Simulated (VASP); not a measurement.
PbS: electrostatic potential with LDA

Crystal: PbS.

```
Pb S
1.0
     4.11404    0.00000    0.00000
     0.00000    4.11404    0.00000
     0.00000    0.00000    5.85196
Pb S
2 2
Direct
  0.00000 0.00000 0.00000
  0.50000 0.50000 0.50000
  0.50000 0.50000 0.00000
  0.00000 0.00000 0.50000
```

The cell was built by a generator and isn't the measured one.

```json
{
  "Program": "VASP 6.6.1",
  "Task": "electrostatic potential",
  "Functional": "LDA",
  "Potentials or basis": "VASP PAW LDA potentials, release 64 (Pb_d, S)",
  "Cutoff": "520 eV",
  "k mesh": "7 × 7 × 5",
  "Occupations": "gaussian, width 0.02 eV",
  "Spin": "no spin polarisation",
  "Further INCAR settings": "ALGO = Normal; EDIFF = 1e-06"
}
```

```yaml
Pressure: 0.6 GPa
Band_gap_on_the_k_mesh: 0.95 eV
```

Stress tensor (GPa, compression positive):
```
 0.91  0.00  0.00
 0.00  0.91  0.00
 0.00  0.00 -0.06
```

Levels at points of the mesh, in eV from the valence-band top:
```csv
k point,band 16,band 17,band 18,band 19,band 20,band 21,band 22,band 23,band 24
"(0.00, 0.00, 0.00)",-3.45,-3.45,-2.08,-2.08,-2.03,3.87,5.49,5.63,5.63
```

Run time: 51 s on 1 thread of AMD EPYC 7R13 Processor (Zen 3), with other jobs on the host, peak memory 0.18 GiB.

Caveat: spin-orbit coupling is left out, which as a rule narrows the gap of such compounds by several tenths of an eV; an odd mesh through Γ misses points on the zone boundary, where band edges often lie.
